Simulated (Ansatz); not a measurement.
# Co (Cobalt) (100): surface energy and levels, part 2 of 2

Aim: for Co (Cobalt), compute energy, relaxation and work function or band edges of the (100) face.

Ansatz 0.2.0; DFT PBE, scalar-relativistic, plane waves, PAW. The steps go on from the part before.

### Step 4. Relaxing the (100) slab

Contents of input.yaml:

```yaml
crystal:
  lattice:
    - [2.4937685722, 0.0, 0.0]
    - [0.0, 4.0330681535, 0.0]
    - [0.0, 0.0, 26.5182236515]
  atoms:
    - { symbol: Co, position: [0.0, 0.75, 0.2828243739], spin: 1.86 }
    - { symbol: Co, position: [0.5, 0.25, 0.3099713271], spin: 1.86 }
    - { symbol: Co, position: [0.5, 0.75, 0.3642652337], spin: 1.86 }
    - { symbol: Co, position: [0.0, 0.25, 0.3914121869], spin: 1.86 }
    - { symbol: Co, position: [0.0, 0.75, 0.4457060935], spin: 1.86 }
    - { symbol: Co, position: [0.5, 0.25, 0.4728530467], spin: 1.86 }
    - { symbol: Co, position: [0.5, 0.75, 0.5271469533], spin: 1.86 }
    - { symbol: Co, position: [0.0, 0.25, 0.5542939065], spin: 1.86 }
    - { symbol: Co, position: [0.0, 0.75, 0.6085878131], spin: 1.86 }
    - { symbol: Co, position: [0.5, 0.25, 0.6357347663], spin: 1.86 }
    - { symbol: Co, position: [0.5, 0.75, 0.6900286729], spin: 1.86 }
    - { symbol: Co, position: [0.0, 0.25, 0.7171756261], spin: 1.86 }
basis:
  ecutwfc: 420
kpoints:
  mp_grid: { grid: [14, 9, 1] }
hamiltonian:
  xc: pbe
scf:
  occupations: { method: gaussian, width: 0.1 }
output:
  forces: true
  eigenvalues: true
  populations: true
  write_density: true
  write_potential: true
  elf: true
  volumetric_format: npy
magnetization:
  spin_polarized: true
relax:
  adjacent_minimum: "off"
  f_tol: 0.02
  max_steps: 60
efield:
  axis: 3
  dipole_correction: true
checkpoint:
  read: start.run
  write: ck
  compress: false
  write_wavefunctions: false
  write_every: 100000
```

Run with:

```sh
> ansatz run input.yaml --threads 2 --pin off --max-ram 5120MiB --backend cpu --events-out ev --progress --plain --runs-dir out
```

Output:

```text
Warning: RAYON_NUM_THREADS=2 ignored (pool sized by the plan → 2); use --threads N
Engine: ansatz 0.2.0, x86_64-unknown-linux-gnu
Pseudopotentials: kind: paw
Pseudopotential: Co, paw, valence charge 17, recommended cutoff 420 eV (normal), Co.paw.azcp
Functional definition: PBE
  parameter kappa = 0.804
  parameter beta = 0.06672455060314922
  exchange = pbe_x(kappa = kappa, mu = beta*pi^2/3)
  correlation = pbe_c(beta = beta)
Crystal: 12 atoms, lattice volume = 266.708 Å³
Basis set: ecut = 420 eV, 5161 PW (Γ), exchange–correlation on 36×54×360 points (8 copies of the dense FFT grid, shifted against one another)
Bands: 136, of which v1, the nominal top of the filled ones, is band 102 counted from 1 (101 counted from 0)
Symmetry: 4 space group operations
k-points: 40 of 126
Non-local potential: Co, projectors of the file, l = 0: 3, l = 1: 2, l = 2: 3, l = 3: 1
PAW form: soft (Blöchl's): semilocal exchange-correlation on the pseudo side does not see the compensation charge
PAW one-centre angular grid: Co, 590 points (default); XC on 64 Gauss nodes
Initial density: read from a saved state, or passed on in memory by an earlier SCF of this step, an earlier step, the calling program or the single point that the run made first
Stability of the state it starts from, as read at its close in the collinear treatment: not read negative (Ritz values of 1 − χ₀K, real part plus size of imaginary part, from 0.84 to 1.0, by its mixing steps under the symmetry group of the SCF that read it); its run was given moments
Starting moments: Σ|m| = 22.32 μB on 12 of 12 sites; this step starts from the density that it was given
Initial wavefunctions: pseudopotential atomic-orbital guess
Functional: x = pbe(κ = 0.804, μ = 0.2195149727645171), c = pbe(β = 0.06672455060314922)
iter 1 solved again at ethr=1.90e-6 eV; its pass at ethr=3.10e-3 eV (dr2=3.87e-3 eV) is discarded
SCF iter   1: F=—  HF=-61510.919928 eV  |F-HF|=—  |Δ(HF+E_count)|=         —  Δρ=5.15e-6 (↑2.84e-6 ↓5.15e-6)  dr2=9.33e-8  dr2_m=1.70e-8  M=19.971 μB ∫|m|=21.984 μB  β_m=1.20  ethr=1.90e-6  p=-0.000 e·Å  D=-1.52e-7 V/Å  ΔV_dip=0.00 eV  dr2_dipole=2.80e-10  V_vac-E_F(+/−)=4.66/4.66 eV  ⟨swp⟩=4.3  Hψ=79504  notcnv=0  defer=1
efield: sawtooth ramp at fractional position 0.9500 (placed from the atoms, in the widest stretch of the axis that holds none; the zero of the levels goes with the place), width 0.1000; the density the first Hamiltonian is built on has a dipole p = -0.000 e·Å; the dipole correction subtracts the counter field D = -1.52e-7 V/Å, which shifts the + side's vacuum level by +0.00 eV against the − side's; the planar-averaged density in the ramp window peaks in size at 5.4e-6 e/Å³
eigensolver tolerance schedule: the retry pair's looser diagonalisation over-reported the residual by 41448.21 of it (diagonalisation noise at an unbounded share of the residual, at the tolerance the schedule requests for it); recorded, not acted on — ethr = c·dr2/N_el stays at c = 1.0e-1
preconditioner: auto → LDOS  [metal: Δε(μ)=0.007 eV  Ē_g=7.367 eV  σ=0.100 eV  W_gap=0.04  n_scr=66 (ndim 8)  ℏωp=23.6 eV  f_vac=0.472  D(μ)=12.62/eV (n_scr^D=92)]
spin=Collinear: LDOS preconditioning applied to the charge; magnetization (m = ρ↑ − ρ↓) channel mixes plain (no charge-response kernel on spin).
SCF iter   2: F=—  HF=-61510.920150 eV  |F-HF|=—  |Δ(HF+E_count)|=   2.22e-4  Δρ=2.52e-6 (↑2.52e-6 ↓1.29e-6)  dr2=4.63e-8  dr2_m=6.04e-9  M=19.971 μB ∫|m|=21.984 μB  β_m=0.26  ethr=4.58e-11  p=0.000 e·Å  D=1.42e-9 V/Å  ΔV_dip=-0.00 eV  dr2_dipole=3.31e-10  V_vac-E_F(+/−)=4.66/4.66 eV  ⟨swp⟩=19.4  Hψ=113444  notcnv=0
density mixer auto → msr1: a metal under ldos (density of states about μ 2.91 of a free-electron gas's, 66 screened modes)
SCF iter   3: F=-61510.920150 eV  HF=-61510.920150 eV  |F-HF|=8.62e-9  |Δ(HF+E_count)|=  1.46e-10  Δρ=1.88e-6 (↑1.88e-6 ↓8.54e-7)  dr2=2.10e-8  dr2_m=3.15e-9  M=19.971 μB ∫|m|=21.984 μB  ethr=2.27e-11  p=-0.000 e·Å  D=-1.11e-8 V/Å  ΔV_dip=0.00 eV  dr2_dipole=2.06e-10  V_vac-E_F(+/−)=4.66/4.66 eV  ⟨swp⟩=7.7  Hψ=59217  notcnv=0
SCF 1 converged in 3 iterations: F = -61510.920150 eV  dr2 = 2.10e-8
relax step   1: F+E_penalty+E_count = -61510.92015012 eV  Δ(F+E_penalty+E_count) = +0.000e0 eV  max|allowed force component| = 4.989e-1 eV/Å  Δτ_max = 0.0000 Å  (3 SCF iters, accepted)
[... 18 lines left out ...]
relax step   2: F+E_penalty+E_count = -61510.94945078 eV  Δ(F+E_penalty+E_count) = -2.930e-2 eV  max|allowed force component| = 3.069e-1 eV/Å  Δτ_max = 0.0372 Å  (9 SCF iters, dr2 threshold 1.56e-5 eV, accepted)
[... 19 lines left out ...]
relax step   3: F+E_penalty+E_count = -61510.96685474 eV  Δ(F+E_penalty+E_count) = -1.740e-2 eV  max|allowed force component| = 3.592e-2 eV/Å  Δτ_max = 0.0524 Å  (13 SCF iters, dr2 threshold 5.89e-6 eV, accepted)
[... 15 lines left out ...]
relax step   4: F+E_penalty+E_count = -61510.96700077 eV  Δ(F+E_penalty+E_count) = -1.460e-4 eV  max|allowed force component| = 4.565e-3 eV/Å  Δτ_max = 0.0038 Å  (10 SCF iters, accepted)
WARN: The output density's exchange-correlation potential varies sharply where the density is thin. Do not read a vacuum level from v_tot or v_xc, or from such a field of the output density. On a cell that repeats whose density bears no net charge and no dipole along the vacuum's axis use v_es (v_loc + v_h of the components); under efield.dipole_correction with no amplitude use v_es + v_field, which holds any external_charges[].barrier, or the levels of the report's work_function block, which leave it out; under a non-zero efield.amplitude the vacuum is tilted and has no level; on a cell that repeats and bears such a dipole with no correction it is tilted too, and efield.dipole_correction with no amplitude gives each side of its ramp a level where efield: is served; in a cell that repeats whose density bears a net charge (total_charge, or a fill off its count) it is curved and has none; of a slab under crystal.periodic whose density bears no net charge use v_es, which has a level on each side, short of where the two are joined; of another it falls or rises all the way out and has none; of a slab beside external_charges read slab_vacuum_level instead, which it has where they leave it neutral. The grid or the basis barely resolves most such structure, and the values can differ between equally converged runs; as a rule a tighter scf.convergence.dr2_threshold does not remove it. Where the density itself ripples (under the LDA too) a higher basis.ecutwfc lessens it. The files hold the spikes' plane waves up to the density's cutoff. Files: v_tot_of_output_density and the like, and their columns of v_z.tsv (output.write_potential); v_xc_of_output_density and the like, and their columns of v_comp_z.tsv (output.write_potential_components). Measured: with its Gaussian average of σ = 0.25 Å subtracted twice, the exchange-correlation potential is over 0.1 eV at 1059 of the grid points where the equally averaged density (valence and model cores) is under 1e-3 e/Å³, and 0.702 eV at the most among them, at an averaged density of 2.5e-8 e/Å³. The input density's (outcome.potential() and, of a run that writes arrays, v_tot and v_xc) is over 0.1 eV, so measured, at 1785 points of its own thin density, 0.305 eV at the most. See output.write_potential in the manual, Limitations
SCF converged after 10 iterations
Magnetization: 19.8923 μB (111.9462 up, 92.0538 down)
Absolute magnetization: 21.8976 μB (∫|ρ↑−ρ↓|, with the PAW one-centre terms)
Spin contamination: 0.3896 ħ² per cell (⟨S²⟩ above its minimum at these occupations)
Per-site moments (μB) at R_I (Å): [(1.8414101812284807, 0.9987978301348623), (1.7354417052421356, 1.0107801437633623), (1.7165392062950957, 0.9987978301348623), (1.7126569576293267, 1.0204750964372855), (1.6761725333272242, 1.0208489909384935), (1.6771075987022543, 1.0208489909384935), (1.6771082479830404, 1.020848989155799), (1.6761717770993259, 1.020848989155799), (1.7126575990079307, 1.0204751012753208), (1.7165384343098569, 0.998797808455627), (1.7354424442366916, 1.0107801642584315), (1.841409201068733, 0.998797808455627)]
Free energy (F): -61510.967001 eV
Harris-Foulkes:  -61510.967001 eV  (|F-HF|=1.90e-7)
Internal energy: -61510.904732 eV  (E = F + TS)
E sigma→0 (E₀):  -61510.935866 eV
Entropy (-TS):   -0.062269 eV (-5.189 meV/atom)
Fermi energy:    6.793150 eV
Dipole field:    D = -0.000002 V/Å  (p = -0.000003 e·Å, saw-weighted, corrected)
Work function:   Φ+ = 4.7198 eV   Φ− = 4.7198 eV
Levels:          The Fermi level and band energies are counted from a zero that moves with the ramp; work functions are not
--- Per-component energies (eV) ---
  E_band       = -5351.785417
  E_kinetic    = 5438.156770
  E_local      = -476834.403982  (includes V_loc(G=0)·N_el)
  E_nonlocal   = 5457.927977
  E_hartree    = 234457.294520
  E_xc         = -1902.855206
  E_vxc        = -2455.013555  (∫ρ·V_xc dr)
  E_paw        = -18187.924381  (= ΣΔE_a)
  E_vpaw       = -5873.099582  (= ΣTr[D̂ρ^β])
  E_aug_tail   = 0.000968  (compensation charges beyond the density's cutoff)
  E_efield     = 0.000000  (sawtooth field / dipole correction)
  E_vefield    = 0.000000  (∫n·V_field dr)
  E_ewald      = 190060.898602
  E_smearing   = -0.062269  (= −TS)
  E_closure    = 0.000000  (closes the sum)
  Σ components = -61510.967001   (vs F -61510.967001, Δ=0.00e0)
--- Forces (eV/Å), atoms counted from 1 ---
  atom   1  Co     0.00000000     0.00000000    -0.00045041
  atom   2  Co     0.00000000    -0.00000000    -0.00117172
  atom   3  Co     0.00000000    -0.00000000     0.00279708
  atom   4  Co    -0.00000000     0.00000000    -0.00456438
  atom   5  Co     0.00000000    -0.00000000     0.00251055
  atom   6  Co    -0.00000000     0.00000000    -0.00319872
  atom   7  Co     0.00000000     0.00000000     0.00319720
  atom   8  Co    -0.00000000    -0.00000000    -0.00251282
  atom   9  Co    -0.00000000     0.00000000     0.00456519
  atom  10  Co    -0.00000000     0.00000000    -0.00279597
  atom  11  Co    -0.00000000     0.00000000     0.00117405
  atom  12  Co     0.00000000    -0.00000000     0.00045114
  max |Σ_I F_I| component: 1.19e-6 eV/Å
--- Band table (eV; the first three rows and the last of 80) ---
  k-point 0 ↑: bands = ["-89.3491", "-89.3490", "-89.2787", "-89.2757", "-89.2599", "-89.2598", "-89.2538", "-89.2316", "-89.2099", "-89.2039", "-89.2038", "-89.2034", "-52.7193", "-52.7183", "-52.7125", "-52.7086", "-52.6484", "-52.6276", "-52.6137", "-52.6107", "-52.5824", "-52.5756", "-52.5698", "-52.5580", "-52.5323", "-52.5316", "-52.5215", "-52.4985", "-52.4629", "-52.4596", "-52.4545", "-52.4518", "-52.4495", "-52.4318", "-52.4298", "-52.4158", "-52.3985", "-52.3925", "-52.3771", "-52.3764", "-52.3711", "-52.3700", "-52.3699", "-52.3661", "-52.3578", "-52.3438", "-52.2835", "-52.2835", "-2.0548", "-1.4896", "-0.5470", "0.5602", "1.4069", "1.6985", "1.8245", "1.9956", "2.0529", "2.2223", "2.3181", "2.4203", "2.4727", "2.5242", "2.9766", "3.5852", "3.6389", "3.6613", "3.8409", "3.8503", "4.0194", "4.0196", "4.0931", "4.1489", "4.2185", "4.2379", "4.2726", "4.2731", "4.3015", "4.3321", "4.3791", "4.3937", "4.4129", "4.4218", "4.4398", "4.4641", "4.5390", "4.5851", "4.5992", "4.6199", "4.6318", "4.6534", "4.6826", "4.7696", "4.8168", "4.8219", "4.8300", "4.9063", "4.9388", "5.0958", "5.1438", "5.4230", "5.4972", "5.5296", "5.6862", "5.8176", "5.8278", "5.9828", "6.0241", "6.0305", "6.1081", "6.1264", "6.1754", "6.2271", "6.2271", "6.5714", "7.1499", "7.5972", "8.4256", "9.9608", "10.5509", "11.0494", "11.6662", "11.8869", "12.1074", "13.1012", "13.2293", "13.4326", "13.4567", "13.5357", "13.8429", "14.2681", "14.9060", "15.2016", "15.9737", "16.7542", "17.0394", "17.1430"]
[... 3 lines left out ...]
--- Relaxed structure (4 steps of the walk, 4 accepted, 0 SCFs on fresh bases) ---
  F+E_penalty+E_count = -61510.96700077 eV   max|allowed force component| = 4.565e-3 eV/Å
  atoms:
    - { symbol: Co, position: [2.568289706189545e-34, 0.75, 0.28623234238219863] }
    - { symbol: Co, position: [0.49999999999999994, 0.25, 0.30957636323954557] }
    - { symbol: Co, position: [0.49999999999999994, 0.75, 0.36450298927191455] }
    - { symbol: Co, position: [-2.3128685686123545e-35, 0.25, 0.391139842206282] }
    - { symbol: Co, position: [-4.243611025888755e-35, 0.75, 0.44601821257943014] }
    - { symbol: Co, position: [0.49999999999999994, 0.25, 0.47277452993024466] }
    - { symbol: Co, position: [0.49999999999999994, 0.75, 0.5272254800126915] }
    - { symbol: Co, position: [-9.553152783398858e-35, 0.25, 0.5539817967950783] }
    - { symbol: Co, position: [-8.105095940441555e-35, 0.75, 0.6088601548127024] }
    - { symbol: Co, position: [0.49999999999999994, 0.25, 0.635497009296071] }
    - { symbol: Co, position: [0.49999999999999994, 0.75, 0.6904236256000428] }
    - { symbol: Co, position: [2.568289706189545e-34, 0.25, 0.7137676538737974] }
--- Löwdin populations: 12 sites ---
  site symbol       q [e]    m [muB]
     0     Co     16.7746     1.8656
     1     Co     16.8074     1.7213
     2     Co     16.7844     1.7091
     3     Co     16.7768     1.7101
     4     Co     16.7828     1.6666
     5     Co     16.7791     1.6666
     6     Co     16.7791     1.6666
     7     Co     16.7828     1.6666
     8     Co     16.7768     1.7101
     9     Co     16.7844     1.7091
    10     Co     16.8074     1.7213
    11     Co     16.7746     1.8656
  spilling = 0.012695 (of n_electrons = 204.000000)
```

It took 27 min on 2 threads of Intel Xeon at 2.50GHz (Skylake/Cascade Lake), shared host; peak memory 2.1 GiB.

Step by step:

```
step  energy from step 1 (eV/cell)  largest force component (eV/Å)
   1                        0.0000                          0.4989
   2                       -0.0293                          0.3069
   3                       -0.0467                          0.0359
   4                       -0.0469                          0.0046
```

Step 1 is the start.

Read from this run: work function 4.72 eV.

Plane-averaged electrostatic potential energy of an electron across the slab, counted from the Fermi level:

(z (Å), V (eV)): (1.77, 4.72), (2.36, 4.72), (2.65, 4.72), (3.24, 4.72), (3.54, 4.72), (4.13, 4.71), (4.71, 4.70), (5.01, 4.68), (5.60, 4.53), (5.89, 4.31), (6.48, 2.91), (7.07, -4.72), (7.37, -10.66), (7.96, -17.74), (8.25, -14.40), (8.84, -5.10), (9.13, -5.96), (9.72, -14.60), (10.31, -14.61), (10.61, -10.18), (11.20, -4.91), (11.49, -8.60), (12.08, -16.39), (12.67, -11.68), (12.96, -7.28), (13.55, -7.28), (13.85, -11.68), (14.44, -16.39), (15.03, -8.60), (15.32, -4.91), (15.91, -10.18), (16.21, -14.61), (16.79, -14.60), (17.38, -5.96), (17.68, -5.10), (18.27, -14.40), (18.56, -17.74), (19.15, -10.66), (19.45, -4.72), (20.04, 2.91), (20.63, 4.31), (20.92, 4.53), (21.51, 4.68), (21.80, 4.70), (22.39, 4.71), (22.98, 4.72), (23.28, 4.72), (23.87, 4.72), (24.16, 4.72), (24.75, 4.72)

Site by site:

| atom | moment in the atom's sphere (μB) | Löwdin electrons |
| --- | --- | --- |
| Co1 | 1.84 | 16.77 |
| Co2 | 1.74 | 16.81 |
| Co3 | 1.72 | 16.78 |
| Co4 | 1.71 | 16.78 |
| Co5 | 1.68 | 16.78 |
| Co6 | 1.68 | 16.78 |
| Co7 | 1.68 | 16.78 |
| Co8 | 1.68 | 16.78 |
| Co9 | 1.71 | 16.78 |
| Co10 | 1.72 | 16.78 |
| Co11 | 1.74 | 16.81 |
| Co12 | 1.84 | 16.77 |

The Löwdin counts miss 2.59 of the 204 electrons, which the atomic orbitals do not span, so they are no charges.

Density in a lattice plane of the grid's cell (edges 2.49 and 26.52 Å, at 0.250 of the third edge), which holds Co.

Ten even steps from '0' (0.00 e/Å³) to '9' (45.58 e/Å³):
```
000000
000000
000000
000000
000000
310001
001310
000000
920002
000000
000000
710001
000000
001510
000000
000000
000000
000000
000000
000000
```
Columns run along the first of these edges and rows up along the second, over one cell in 6 and 20 even steps from the bottom left corner. Atoms in the plane (fractional): Co at (0.50, 0.31), Co at (1.00, 0.39), Co at (0.50, 0.47), Co at (1.00, 0.55), Co at (0.50, 0.64), Co at (0.00, 0.71).

ELF in the same plane.

Ten even steps from '0' (0.00) to '9' (0.98):
```
000000
000000
000000
000000
112321
841214
214741
221112
971217
322222
312421
961216
222222
316961
221112
000000
000000
000000
000000
000000
```
Columns run along the first of these edges and rows up along the second, over one cell in 6 and 20 even steps from the bottom left corner. Atoms in the plane (fractional): Co at (0.50, 0.31), Co at (1.00, 0.39), Co at (0.50, 0.47), Co at (1.00, 0.55), Co at (0.50, 0.64), Co at (0.00, 0.71).

Both are smooth fields of the valence electrons: close to the nuclei they are not physical.

Spin density (up less down) in a lattice plane of the grid's cell (edges 2.49 and 26.52 Å, at 0.250 of the third edge), which holds Co.

Ten even steps from ' ' (-0.02 e/Å³) to '@' (5.88 e/Å³):
```
            
            
            
            
            
--          
    ..::..  
            
@@::      ::
            
            
**..      ..
            
    ..++..  
            
            
            
            
            
            
```
Columns run along the first of these edges and rows up along the second, over one cell in 6 and 20 even steps from the bottom left corner. Atoms in the plane (fractional): Co at (0.50, 0.31), Co at (1.00, 0.39), Co at (0.50, 0.47), Co at (1.00, 0.55), Co at (0.50, 0.64), Co at (0.00, 0.71).

### Step 5. Surface energy and levels of (100)

The surface energy is (E_slab − N·E_bulk) / 2A, with N = 12 atoms and A = 10.06 Å².

|  | as cut | relaxed |
| --- | --- | --- |
| surface energy, mean of both faces | 2.33 J/m² | 2.29 J/m² |
| work function | 4.66 eV | 4.72 eV |
| dipole along +c (e·Å/cell) | 0.000 | 0.000 |

How the layers moved (bottom to top):

| plane | atoms | spacing to the next, as cut (Å) | relaxed (Å) | change (%) | rumpling (Å) |
| --- | --- | --- | --- | --- | --- |
| 1 | Co | 0.720 | 0.619 | -14.0 | 0.000 |
| 2 | Co | 1.440 | 1.457 | +1.2 | 0.000 |
| 3 | Co | 0.720 | 0.706 | -1.9 | 0.000 |
| 4 | Co | 1.440 | 1.455 | +1.1 | 0.000 |
| 5 | Co | 0.720 | 0.710 | -1.4 | 0.000 |
| 6 | Co | 1.440 | 1.444 | +0.3 | 0.000 |
| 7 | Co | 0.720 | 0.710 | -1.4 | 0.000 |
| 8 | Co | 1.440 | 1.455 | +1.1 | 0.000 |
| 9 | Co | 0.720 | 0.706 | -1.9 | 0.000 |
| 10 | Co | 1.440 | 1.457 | +1.2 | 0.000 |
| 11 | Co | 0.720 | 0.619 | -14.0 | 0.000 |
| 12 | Co |  |  |  | 0.000 |

### Step 6. What came out

The summary covers parts 1 to 2.

| quantity | value |
| --- | --- |
| surface energy, (100), cut with Co on top | 2.29 J/m² |
| work function, (100), cut with Co on top | 4.72 eV |

The outermost spacing of (100) contracts by 14.0 %, and relaxation gains 0.038 J/m² a face. The moment of the top atom is 1.84 μB against 1.68 μB in the middle.
